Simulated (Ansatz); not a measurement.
A ZrSi₂ cell: a crystal with Si and Zr atoms exchanged, relaxed.

```xyz
24
Lattice="-7.4122 0.0038 0.0009 -1.8494 -7.4978 -0.1045 -3.7068 0.1057 7.4956" Properties=species:S:1:pos:R:3 pbc="T T T"
Zr   -5.5339   -5.8565    4.4629
Zr   -1.8432   -6.0227    0.5732
Si   -9.2534   -5.2592    5.4542
Zr   -5.5389   -5.9179    0.7536
Zr   -7.3792   -1.4814    6.5371
Zr   -3.7199   -1.5151    2.7633
Zr   -3.7317   -1.4559    6.4985
Zr   -7.3869   -1.5742    2.7188
Si   -5.5934   -0.7149    4.5935
Si   -1.8545   -0.7781    0.9001
Si   -9.2200   -0.8328    4.5945
Si   -5.5444   -0.6917    0.8794
Si   -7.4547   -6.6798    6.3178
Si   -3.5505   -6.7163    2.6802
Si  -11.0424   -6.7037    6.2879
Si   -7.5453   -6.6638    2.6729
Si   -7.3035   -3.5822    4.6678
Si   -3.5950   -3.6991    0.8943
Si   -3.7987   -3.5516    4.7025
Si   -7.5265   -3.7249    0.8993
Si   -5.5550   -3.6745    6.4158
Zr   -9.3096   -4.4084    3.0304
Si   -9.2813   -3.4068    6.8994
Si   -5.5318   -3.7117    2.6982
```

Computed with Ansatz, DFT PBE, scalar-relativistic, plane waves, PAW.

Plane waves to 420 eV, a k mesh through Γ of 5×5×5 on the computed 24-atom cell and Gaussian smearing (0.10 eV); no spin polarisation.

Describe its local order.

Counting as bonded all pairs within 1.2 times the summed covalent radii:

| atom → neighbour | mean count | mean length (Å) | spread (Å) |
| --- | --- | --- | --- |
| Si → Si | 2.50 | 2.49 | 0.10 |
| Si → Zr | 4.69 | 2.83 | 0.10 |
| Zr → Si | 9.38 | 2.83 | 0.10 |
| Zr → Zr | 5.50 | 3.65 | 0.21 |

Angles between all pairs of such bonds at an atom (mean ± spread): 99 ± 31° at Si, 95 ± 35° at Zr.

Does it have a gap?

It has no gap on the mesh. Levels at Γ next to the Fermi level (eV from it): -1.22, -1.13, -0.94, -0.66, -0.15, -0.12, 0.31, 0.37, 0.57, 0.87, 0.90, 1.01. It lies 0.50 eV/atom below the elements' standard states (static lattices, no corrections for gases).

Cost: 2 runs of about 13 core-minutes in all (earlier runs that led there not counted), on Intel Xeon Platinum 8488C (Sapphire Rapids) (shared hosts).